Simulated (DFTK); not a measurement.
## CoO under changes of volume

One of the cells (9.684 Å³/atom); the others are scaled copies at fixed shape and fractional positions:

```xyz
2
Lattice="0.0000 2.1315 2.1315 2.1315 0.0000 2.1315 2.1315 2.1315 0.0000" Properties=species:S:1:pos:R:3 pbc="T T T"
Co    0.0000    0.0000    0.0000
O     2.1315    2.1315    2.1315
```

- Program: DFTK 0.8.2
- Functional: RPBE
- Potentials or basis: dojo.nc.sr.pbe.v0_5.standard.upf (PBE)
- Cutoff: 1306 eV
- k mesh: 7 × 7 × 7
- Occupations: fermi-dirac, width 0.05 eV
- Spin: collinear spin, ferromagnetic start
- Starting moments: [2.0, 0.0] μB

```tsv
volume (Å³/atom)	energy over the lowest point (meV/atom)	pressure (GPa)	moment (μB per cell)
9.103	38.61	16.5	2.94
9.297	20.99	12.0	2.98
9.490	9.03	7.7	2.99
9.684	2.22	3.7	3.00
9.878	0.00	0.2	3.00
10.071	1.91	-3.0	3.00
10.265	?	?	?
```

What does the run at 10.265 Å³/atom give?

Energy over the lowest point 7.50 meV/atom; pressure -5.9 GPa; moment 3.00 μB per cell.

Worked out: A Birch-Murnaghan fit of order 3 (a polynomial in V^(-2/3)) to the other rows has its minimum at 9.88 Å³/atom with B0 = V·E''(V) = 175 GPa and B' = 4.3. It gives 7.60 meV/atom at 10.265 Å³/atom, against the run's 7.50, and -dE/dV = -6.1 GPa, against -5.9. A parabola through the other rows of the moment, of slope -0.101 μB per Å³/atom there, extrapolates to 2.98 μB, against the run's 3.00.

Energies are extrapolated to zero smearing.

Caveats: some runs use coarse meshes; the potentials were made for another functional, which shifts forces and pressure; a cell with one magnetic atom can't hold antiferromagnetic order, which such compounds often take.
